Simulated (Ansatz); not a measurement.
# Electron scattering at the Σ5 (210) boundary in fcc Ir with C (interstitial), part 2 of 2

How much does the Σ5 (210) boundary in fcc Ir with C (interstitial) reflect electrons?

Ansatz 0.2.0; Ansatz plane-wave DFT, PBE, PAW files; relaxation of a bicrystal slab with its lowest layers held; PAW set soft_1 (the session's first sound run).

So far. Step 2 (Relaxing the bicrystal): The largest force component on a free atom ends at 0.012 eV/Å, under the tolerance of 0.03, after 6 steps.

## (3) Transmission across the boundary

Bulk layers of each grain are laid under and over the relaxed boundary, and a lead is named in the middle of each, away from the free faces. The mesh across the current, 18×18, is finer than the density's, because channels open and close sharply across the zone. Energies from -0.1 to 0.1 eV in steps of 0.05 eV are too few for the program's thermal sum, so it prints no conductance; for a metal the transmission near the Fermi level serves, at a fraction of the cost.

This step: Ansatz plane-wave DFT, PBE, PAW files; ballistic transport by layer matching (Landauer), zero bias; boundary relaxed in a short slab, bulk layers laid on; PAW set soft_1 (Ansatz 0.2.0).

System of this step: Σ5 (210) boundary in fcc Ir with C (interstitial). The cell holds 49 atoms: 48 Ir and 1 C. Its edges and angles: a = 4.702 Å, b = 3.839 Å, c = 49.298 Å, α = 90.0°, β = 90.0°, γ = 65.9°. It derives from Ir. Regions: lower grain, 20 atoms (20 Ir); boundary, 13 atoms (12 Ir and 1 C); upper grain, 16 atoms (16 Ir). Vacuum lies along c.

Input file input.yaml:

```yaml
crystal:
  lattice:
    - [4.7022854592, 0.0, 0.0]
    - [1.5674284864, 3.5048766455, 0.0]
    - [0.0, 0.0, 49.2976395316]
  atoms:
    - { symbol: Ir, position: [-15.5999999999, 7.7999999997, 0.0811397876] }
    - { symbol: Ir, position: [-14.9999999999, 7.4999999997, 0.0985547378] }
    - { symbol: Ir, position: [-14.3999999999, 7.1999999997, 0.1159696881] }
    - { symbol: Ir, position: [-13.7999999999, 6.8999999998, 0.1333846383] }
    - { symbol: Ir, position: [-13.1999999999, 6.5999999998, 0.1507995885] }
    - { symbol: Ir, position: [-12.5999999999, 6.2999999998, 0.1682145388] }
    - { symbol: Ir, position: [-11.9999999999, 5.9999999998, 0.185629489] }
    - { symbol: Ir, position: [-11.3999999999, 5.6999999998, 0.2030444393] }
    - { symbol: Ir, position: [-10.7999999999, 5.3999999998, 0.2204593895] }
    - { symbol: Ir, position: [-10.1999999999, 5.0999999998, 0.2378743397] }
    - { symbol: Ir, position: [-9.6, 4.7999999999, 0.25528929] }
    - { symbol: Ir, position: [-9.0, 4.4999999999, 0.2727042402] }
    - { symbol: Ir, position: [-8.4, 4.1999999999, 0.2901191904] }
    - { symbol: Ir, position: [-7.8, 3.8999999999, 0.3075341407] }
    - { symbol: Ir, position: [-7.2, 3.5999999999, 0.3249490909] }
    - { symbol: Ir, position: [-6.6, 3.2999999999, 0.3423640412] }
    - { symbol: Ir, position: [-6.0, 2.9999999999, 0.3597789914] }
    - { symbol: Ir, position: [-5.4, 2.7, 0.3771939416] }
    - { symbol: Ir, position: [-4.8, 2.4, 0.3946088919] }
    - { symbol: Ir, position: [-4.2, 2.1, 0.4120238421] }
    - { symbol: Ir, position: [0.4, 0.8, 0.4294387923] }
    - { symbol: Ir, position: [-0.0025059905, 0.5012529952, 0.4469658364] }
    - { symbol: Ir, position: [0.6011585804, 0.1994207098, 0.4644608941] }
    - { symbol: Ir, position: [0.1974315612, 0.9012842194, 0.4815668003] }
    - { symbol: Ir, position: [0.797450506, 0.601274747, 0.5006419762] }
    - { symbol: Ir, position: [0.4134312159, 0.2932843921, 0.5184903128] }
    - { symbol: Ir, position: [0.0216138695, -0.0108069348, 0.5360616153] }
    - { symbol: C, position: [0.5026949045, 0.7486525477, 0.535746815] }
    - { symbol: Ir, position: [0.7708937333, 0.6145531334, 0.5687216827] }
    - { symbol: Ir, position: [0.16799229, 0.916003855, 0.587731882] }
    - { symbol: Ir, position: [0.5709495127, 0.2145252437, 0.6043433441] }
    - { symbol: Ir, position: [-0.02553541, 0.512767705, 0.6219112712] }
    - { symbol: Ir, position: [0.3763914763, 0.8118042619, 0.6402210086] }
    - { symbol: Ir, position: [-4.2236085237, 2.1118042619, 0.6576359588] }
    - { symbol: Ir, position: [-4.8236085237, 2.4118042618, 0.6750509091] }
    - { symbol: Ir, position: [-5.4236085237, 2.7118042618, 0.6924658593] }
    - { symbol: Ir, position: [-6.0236085237, 3.0118042618, 0.7098808096] }
    - { symbol: Ir, position: [-6.6236085237, 3.3118042618, 0.7272957598] }
    - { symbol: Ir, position: [-7.2236085237, 3.6118042618, 0.74471071] }
    - { symbol: Ir, position: [-7.8236085237, 3.9118042618, 0.7621256603] }
    - { symbol: Ir, position: [-8.4236085237, 4.2118042618, 0.7795406105] }
    - { symbol: Ir, position: [-9.0236085237, 4.5118042617, 0.7969555607] }
    - { symbol: Ir, position: [-9.6236085237, 4.8118042617, 0.814370511] }
    - { symbol: Ir, position: [-10.2236085237, 5.1118042617, 0.8317854612] }
    - { symbol: Ir, position: [-10.8236085237, 5.4118042617, 0.8492004115] }
    - { symbol: Ir, position: [-11.4236085237, 5.7118042617, 0.8666153617] }
    - { symbol: Ir, position: [-12.0236085237, 6.0118042617, 0.8840303119] }
    - { symbol: Ir, position: [-12.6236085237, 6.3118042617, 0.9014452622] }
    - { symbol: Ir, position: [-13.2236085237, 6.6118042616, 0.9188602124] }
kpoints:
  mp_grid: { grid: [7, 7, 1] }
hamiltonian:
  xc: pbe
  pseudopotentials: { kind: paw, azcp: { folder: soft_1 } }
scf:
  occupations: { method: fermi_dirac, width: 0.1 }
output:
  transmission:
    leads: [[11, 12], [39, 40]]
    kmesh: [18, 18]
    e_range: [-0.1, 0.1]
    de: 0.05
  write_potential: true
  write_density: true
  volumetric_format: npy
  elf: true
```

On the command line:

```
$ ansatz run input.yaml --threads 4 --pin off --max-ram 15360MiB --backend cpu --events-out ev --progress --plain --runs-dir out
```

Numbers of over 12 decimals in the logs are rounded to 6 here.

The log of the run:

```text
[...]
Crystal: 49 atoms, lattice volume = 812.471 Å³
Basis set: ecut = 420 eV, 15857 PW (Γ)
Bands: 492, of which v1, the nominal top of the filled ones, is band 410 counted from 1 (409 counted from 0)
Symmetry: 2 space group operations
[...]
k-points: 16 of 49 (time reversal used)
[...]
SCF iter  12: F=-573210.060320 eV  HF=-573210.060320 eV  |F-HF|=1.02e-8  |Δ(HF+E_count)|=   3.49e-9  Δρ=6.29e-7  dr2=1.20e-8  ethr=1.22e-11  ⟨swp⟩=12.1  Hψ=21043  notcnv=0
SCF 1 converged in 12 iterations: F = -573210.060320 eV  dr2 = 1.20e-8
[...]
transmission: 575 of 5733 steps passed
transmission: 1150 of 5733 steps passed
[...]
transmission: 5733 of 5733 steps passed
WARN: The output density's exchange-correlation potential varies sharply where the density is thin. Do not read a vacuum level from v_tot or v_xc, or from such a field of the output density. On a cell that repeats whose density bears no net charge and no dipole along the vacuum's axis use v_es (v_loc + v_h of the components); under efield.dipole_correction with no amplitude use v_es + v_field, which holds any externa [...]
SCF converged after 12 iterations
Free energy (F): -573210.060320 eV
[...]
Internal energy: -573208.399521 eV  (E = F + TS)
E sigma→0 (E₀):  -573209.229920 eV
Entropy (-TS):   -1.660799 eV (-33.894 meV/atom)
Fermi energy:    20.822994 eV
[...]
--- Band table (eV; the first three rows and the last of 16) ---
  k-point 0: bands = [... 406 lower, 20.8536, 20.8538, 20.8808, 20.8871, 20.9311, 20.9985, 20.9988, 21.0198, ... 78 higher]
  k-point 1: bands = [... 406 lower, 20.7332, 20.7830, 20.7938, 20.8586, 20.9399, 20.9682, 21.0045, 21.0457, ... 78 higher]
  k-point 2: bands = [... 406 lower, 20.5856, 20.6412, 20.6836, 20.8048, 20.8612, 20.9155, 20.9792, 20.9941, ... 78 higher]
  k-point 15: bands = [... 406 lower, 20.9775, 21.0095, 21.0356, 21.0700, 21.1005, 21.1238, 21.1396, 21.1541, ... 78 higher]
--- Transmission ---
  basis      : 141 plane waves across, 63 finite elements along
  points     : 91, standing for a mesh of 18 x 18
  energies   : 5 from -0.100000 to 0.100000 eV about the Fermi level, 0.050000 eV apart; the leads are filled to 0.000000 eV, and channels, transmission and decay are at 0.000000 eV
  crystal 0  : Ir3, at the sites [11, 12], period 2.5755 Å, over 18.03 Å; its Hamiltonian steps by up to 7.5 meV
    offset         : up to 0.0000 Å between an atom of the period and one for which it stands
    channels       : 4.364198e0 a spin
    conductance    : none, the energies end too early or step too widely for 300 K: set another output.transmission.e_range or a lower de, or, where they end at an eighth of basis.ecutwfc, a higher one
[...]
channels       : 4.438272e0 a spin
[...]
junction   : crystal 0 to crystal 1, 13.28 to 36.01 Å
    transmission   : 1.650344e0 a spin
[...]
```

Run time: 15 min. Hardware: 4 threads of Arm Neoverse V2, shared host; peak memory 10 GiB.

This step gave:

```yaml
free_energy: -573210.0603 eV
energy_at_zero_smearing: -573209.2299 eV
fermi_energy: 20.82 eV
cell_area: 16.48 Å²
transmission_per_spin_nearest_the_fermi_level: 1.650
open_channels_per_spin_nearest_the_fermi_level: 4.364
open_channels_per_spin_upper_lead: 4.438
step_of_the_lead_s_potential: 7.5 meV
step_of_the_upper_lead_s_potential: 22 meV
```

Per spin. Transmission, zone mean against energy, zero at the Fermi level:

```tsv
energy (eV)	transmission, zone mean
-0.1000	1.64
-0.0500	1.63
0.0000	1.65
0.0500	1.69
0.1000	1.71
```

Per spin. The open channels, zone mean by energy, zero at the Fermi level:

```tsv
energy (eV)	lead	upper lead
-0.1000	4.27	4.28
-0.0500	4.30	4.28
0.0000	4.36	4.44
0.0500	4.49	4.5
0.1000	4.51	4.52
```

Transmission over k1 and k2. At 0.0000 eV from the Fermi level.

Ten even steps from '_' (0.40) to '@' (4.39):
```
..____..--..____..::::----::----::::
--..::::::::..--::::----::::----::::
------==--------::::::::::::::::::--
++==::::==++--__................__--
--::--::----::..................::--
==****==--==::--::........::--::==--
##%%##====--------......--------====
@@@@%%++====::::--::::--::::====++%%
@@@@##====------------------====##@@
@@%%++====::::--::::--::::====++%%@@
##====--------......--------====##%%
==--==::--::........::--::==--==****
----::..................::----::--::
++--__................__--++==::::==
----::::::::::::::::::--------==----
--::::----::::----::::--..::::::::..
..::::----::----::::..____..--..____
____..::----::..______..::----::..__
```
Columns: k1 (b1) from -0.5 to 0.444; rows upwards: k2 (b2) from -0.5 to 0.444.

Open channels over k1 and k2. At 0.0000 eV from the Fermi level.

Values, 12 rows by 16 columns, each cell a mean:
```
4.22 3.33 3.22 3.89 4.07 3.33 3.59 3.96 5.00 5.00 4.89 4.37 4.56 5.00 5.00 4.70
4.96 4.52 4.11 4.04 4.22 4.67 4.93 4.11 4.33 4.33 4.22 4.00 4.19 4.33 4.33 4.63
5.19 4.07 4.22 4.00 4.93 5.44 3.52 2.70 2.67 2.52 2.00 2.30 2.67 2.89 3.26 5.41
4.81 6.07 5.78 4.67 4.85 3.89 3.59 3.37 2.67 2.67 2.67 2.96 3.33 3.11 4.30 4.96
6.74 7.11 5.89 5.00 4.63 4.11 4.26 4.33 3.67 3.67 3.89 4.19 4.19 4.33 4.85 5.59
8.00 7.78 6.33 5.30 5.30 4.78 4.93 5.00 5.59 5.00 5.00 4.85 5.22 5.22 6.04 7.52
7.22 6.04 4.89 4.67 4.30 4.44 4.41 4.33 4.37 4.67 4.44 4.30 4.85 5.00 6.30 7.56
5.30 5.00 4.44 3.63 4.00 3.56 3.07 3.00 3.11 4.00 3.78 3.93 4.85 5.00 6.30 6.96
4.74 4.96 3.44 2.70 2.33 2.11 2.00 2.30 2.33 2.48 3.56 4.96 4.59 4.00 4.52 4.07
5.33 4.96 3.67 3.67 3.67 3.44 3.33 3.63 3.67 3.81 4.67 5.33 4.59 4.44 4.15 4.59
4.63 4.48 5.00 5.00 4.44 4.22 4.85 5.00 4.89 4.07 4.11 3.67 3.85 3.33 3.52 3.67
2.78 3.96 5.00 5.00 4.81 4.89 5.00 3.81 3.04 3.56 4.33 4.33 4.89 4.67 4.33 3.15
```
Columns: k1 (b1) from -0.5 to 0.444; rows upwards: k2 (b2) from -0.5 to 0.444.

Electrostatic potential energy in the ca plane at fractional y = 0.749, with atoms of Ir and C within 0.2 Å of it. With pseudopotentials it is smooth inside the atoms' cores, unlike the true potential.

Ten even steps from '0' (-47 eV) to '9' (22 eV), each cell a mean:
```
99999999987678999888999999988999986579999999
99999999997679998534799999744699986579999999
86689999999899997301489998400379998889999998
31138999999999998312589998400379999999999984
10016998667999999756886468644699999987899961
20027984103799999999982027988999999741268961
63368971000699988899984148999999999510037984
98899972001699743689998789998756899510038998
99999996335898510379999899997313699742269999
89999999889998521489997779997312699987899999
78999999999999865799987568998656899999999999
78999999998789999999998779999989998889999999
```
Columns run along c (16.0 Å, from fractional 0.36 to 0.69 of the cell; values clipped at the 3rd and 97th percentile), rows up along a (4.7 Å). Atoms in or near the plane, at fractional coordinates: Ir at (0.38, 0.60), Ir at (0.43, 0.40), C at (0.54, 0.50).

ELF in the ca plane at fractional y = 0.749, with atoms of Ir and C within 0.2 Å of it. It is the smooth field of the valence electrons, not physical close to the nuclei.

Values, 7 rows by 16 columns, each cell a mean:
```
0.30 0.31 0.28 0.32 0.34 0.29 0.35 0.33 0.26 0.33 0.37 0.29 0.37 0.32 0.30 0.31
0.37 0.31 0.24 0.29 0.28 0.28 0.51 0.39 0.27 0.40 0.52 0.28 0.30 0.29 0.24 0.29
0.53 0.43 0.29 0.35 0.24 0.22 0.40 0.42 0.61 0.51 0.47 0.22 0.24 0.33 0.27 0.42
0.53 0.41 0.42 0.55 0.29 0.25 0.31 0.37 0.36 0.51 0.33 0.23 0.26 0.54 0.42 0.41
0.31 0.26 0.40 0.53 0.31 0.43 0.37 0.25 0.58 0.30 0.32 0.38 0.30 0.53 0.42 0.28
0.29 0.25 0.29 0.32 0.29 0.47 0.40 0.26 0.32 0.27 0.41 0.47 0.29 0.33 0.30 0.25
0.32 0.30 0.31 0.30 0.31 0.32 0.32 0.28 0.38 0.32 0.32 0.35 0.31 0.30 0.31 0.29
```
Columns run along c (16.0 Å, from fractional 0.36 to 0.69 of the cell), rows up along a (4.7 Å). Atoms in or near the plane, at fractional coordinates: Ir at (0.38, 0.60), Ir at (0.43, 0.40), C at (0.54, 0.50).

Valence density in the ca plane at fractional y = 0.749, with atoms of Ir and C within 0.2 Å of it. It is the smooth field of the valence electrons, not physical close to the nuclei.

Values in e/Å³, 7 rows by 16 columns, each cell a mean:
```
0.4 0.4 0.4 0.7 1.0 0.4 1.1 0.7 0.4 0.6 1.0 0.4 1.1 0.7 0.4 0.4
1.5 0.7 0.3 0.4 0.5 0.4 3.6 2.0 0.3 2.0 4.0 0.4 0.6 0.5 0.3 0.5
6.7 2.8 0.5 1.1 0.3 0.3 1.7 1.1 1.1 1.6 2.5 0.3 0.3 0.8 0.4 2.3
4.5 1.8 2.2 6.3 0.6 0.4 0.5 0.5 1.5 0.7 0.5 0.3 0.5 5.2 2.1 2.0
0.6 0.4 1.9 5.5 0.6 2.2 1.5 0.3 0.8 0.3 1.0 1.5 0.6 5.9 2.3 0.4
0.5 0.3 0.4 0.8 0.4 2.8 1.9 0.4 0.9 0.4 1.7 2.7 0.4 1.0 0.5 0.3
0.7 0.4 0.4 0.4 0.6 0.7 0.5 0.4 1.1 0.4 0.6 0.8 0.5 0.4 0.4 0.4
```
Columns run along c (16.0 Å, from fractional 0.36 to 0.69 of the cell), rows up along a (4.7 Å). Atoms in or near the plane, at fractional coordinates: Ir at (0.38, 0.60), Ir at (0.43, 0.40), C at (0.54, 0.50).

Over the solved energies the transmission per spin lies between 1.63 and 1.71, out of 4.39 channels of the lead on average (up to 4.51).

## (4) Specific resistance

This step: Ansatz plane-wave DFT, PBE, PAW files; ballistic transport by layer matching (Landauer), zero bias; specific resistance of the boundary; PAW set soft_1 (Ansatz 0.2.0).

This step gave:

* area resistance: 0.7944 fΩ m²
* T over the leads' mean channel count: 0.3786

Averaged over the energies near the Fermi level, 37.9 % of the channels pass, which makes 0.794 fΩ m².

By hand, with T and the leads' channels N averaged over the energies near the Fermi level: RA = A (h/2e²)(1/T − ½[1/N₁ + 1/N₂]) = 16.48×10⁻²⁰ m² × 12 906 Ω × (1/1.664 − ½[1/4.385 + 1/4.405]) = 0.794 fΩ m².

## (5) Summary of results

| Quantity | Value |
| --- | --- |
| specific resistance of the boundary | 0.794 fΩ m² |
| share of channels that pass | 0.379 |

In words: The boundary has a specific resistance of 0.79 fΩ m². The boundary reflects 62 % of the channels; 0.79 fΩ m² is 7.9×10⁻¹² Ω·cm². One C in 16.5 Å² of boundary is a high coverage. One starting structure was relaxed; another shift or atom count at the boundary may lie lower. Spin-orbit coupling is left out, which matters for Ir.

[Logs are printed without paths, hosts, clocks, repeated set-up lines and the standing remarks that a program may print on its own settings, such as how far it seeks lower states.]

[Hosts, paths, dates, database ids (printed as entryN), source tags and the programs' standing remarks are cut or masked in the printed files.]
